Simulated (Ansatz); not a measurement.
Level of theory: DFT PBE, scalar-relativistic, plane waves, PAW in Ansatz 0.2.0. All cells share a 420 eV cutoff and Γ-centred k meshes spaced at most about 0.3 Å⁻¹ (about 0.25 or finer for metals, 2π included). No spin polarisation.

Energies over the elements count from the elements' standard structures at the same level (N₂ as a molecule), with no fitted energy shifts.

These are static total energies at zero pressure. Only the structures computed here compete, so a lower one can exist. No dispersion correction is applied, so the spacing and binding between layers, chains or molecules are poorly described. An odd number of electrons in the primitive cell allows no gap without spin; a larger cell or a magnetic state could open one.

A search for B3N2 gave 5 distinct relaxed structures. Coordination counts N atoms around B (those within 1.25 times the shortest such distance or 1.15 times the sum of covalent radii; a slash parts the counts of unlike sites). Cells relaxed within their symmetry can be saddle points.

Question: Which structure of B3N2 came out lowest?

Answer: The one with space group P-3m1 (No. 164), reached from: Ga3Ni2 type (P-3m1). It has a = 2.473 Å, c = 12.492 Å, 13.2 Å³/atom, no gap on the mesh. B on a site of symmetry -3m has 6 B at 2.47 Å (long contacts); around B on a site of symmetry 3m lie 3 N at 1.43 Å; around N lie 3 B at 1.43 Å. Its energy over the elements is −0.30 eV/atom. A negative formation energy is needed for stability but isn't enough: competing phases decide. An observed structure of this formula, if there is one, may be missing.

```
B N
1.0
     2.47313    0.00000    0.00000
    -1.23657    2.14179    0.00000
     0.00000    0.00000   12.49157
B N
3 2
Cartesian
  0.0000 0.0000 0.0000
  0.0000 1.4279 8.3395
  1.2366 0.7139 4.1521
  0.0000 1.4279 4.1526
  1.2366 0.7139 8.3390
```

Question: How much higher is the R-3m structure with 5.7 Å³/atom and coordination B 3/6 (reached from: anti-tetradymite type (R-3m))?

Answer: 1.04 eV/atom. It has the anti-tetradymite type. It has no gap on its mesh. It holds B–B nets (shortest 1.99 Å).

Question: How much higher is the Pm-3m structure with 7.5 Å³/atom and coordination B 2 (reached from: random cell)?

Answer: 2.75 eV/atom. It has no gap on its mesh.

Some types were kept out of the candidates beforehand, so the set may lack a known form.
